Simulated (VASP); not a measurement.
# MnO: single point with PBE+D3(BJ)

The system is MnO.

```
CELL_PARAMETERS angstrom
3.37170 0.00000 0.00000
-1.68585 2.91998 0.00000
0.00000 0.00000 5.38550
ATOMIC_POSITIONS crystal
Mn 0.33333 0.66667 0.01096
Mn 0.66667 0.33333 0.51096
O 0.33333 0.66667 0.37547
O 0.66667 0.33333 0.87547
```

Measurements of this composition are mostly on another form, of space group No. 225.

```json
{
 "Program": "VASP 6.6.1",
 "Task": "single point",
 "Functional": "PBE",
 "Dispersion": "D3(BJ)",
 "Potentials or basis": "VASP PAW PBE potentials, release 64 (Mn_pv, O)",
 "Cutoff": "520 eV",
 "k mesh": "6 × 6 × 4",
 "Occupations": "gaussian, width 0.1 eV",
 "Spin": "collinear spin, typed start",
 "Starting moments": "[4.0, 4.0, 0.0, 0.0] μB"
}
```

```
Pressure                                              : 3.3 GPa
Largest force                                         : 0.651 eV/Å
Band gap on the k mesh                                : none (metal or under the smearing width)
Net moment                                            : 9.99 μB per cell
Site moments                                          : Mn +4.41; O +0.20 μB
Valence electrons inside the program's atomic spheres : Mn 11.43; O 5.02
Dispersion energy per atom                            : -0.256 eV
```

Forces on the atoms (eV/Å):
```
Mn   0.000  0.000 -0.651
Mn   0.000  0.000 -0.651
O    0.000  0.000  0.651
O    0.000  0.000  0.651
```

Stress tensor (GPa, compression positive):
```
0.55 0.00 0.00
0.00 0.55 0.00
0.00 0.00 8.88
```

Levels at points of the mesh, in eV from the Fermi level:
Spin up:
```csv
k point,band 22,band 23,band 24,band 25,band 26,band 27
"(0.00, 0.00, 0.00)",-1.07,-0.01,-0.01,0.06,3.74,5.59
"(0.50, 0.00, 0.00)",-1.90,-0.86,-0.73,3.91,4.29,5.83
"(0.00, 0.00, 0.50)",-0.56,-0.56,-0.56,1.23,1.23,8.44
"(0.50, 0.00, 0.50)",-1.32,-1.23,-1.23,3.89,3.89,6.15
```
Spin down:
```tsv
k point	band 11	band 12	band 13	band 14	band 15	band 16	band 17	band 18
(0.00, 0.00, 0.00)	-4.94	-4.94	-4.73	-4.73	-0.08	0.96	0.96	1.10
(0.50, 0.00, 0.00)	-5.35	-4.92	-4.84	-4.66	0.42	0.45	1.24	1.51
(0.00, 0.00, 0.50)	-4.85	-4.85	-4.85	-4.85	1.43	1.43	1.43	1.43
(0.50, 0.00, 0.50)	-4.94	-4.94	-4.76	-4.76	0.92	0.92	1.52	1.52
```

Wall time 70 s on 1 thread of Intel(R) Xeon(R) Platinum 8259CL CPU @ 2.50GHz (Skylake/Cascade Lake), with other jobs on the host, peak memory 0.23 GiB.

Caveat: semilocal functionals often make such compounds metallic where correlation or magnetic order opens a gap, which also shifts bond lengths; pairwise dispersion overbinds metals, which lowers pressure and volume. With open d or f shells a metallic result of PBE can be an artefact of self-interaction; +U or a hybrid may open a gap.
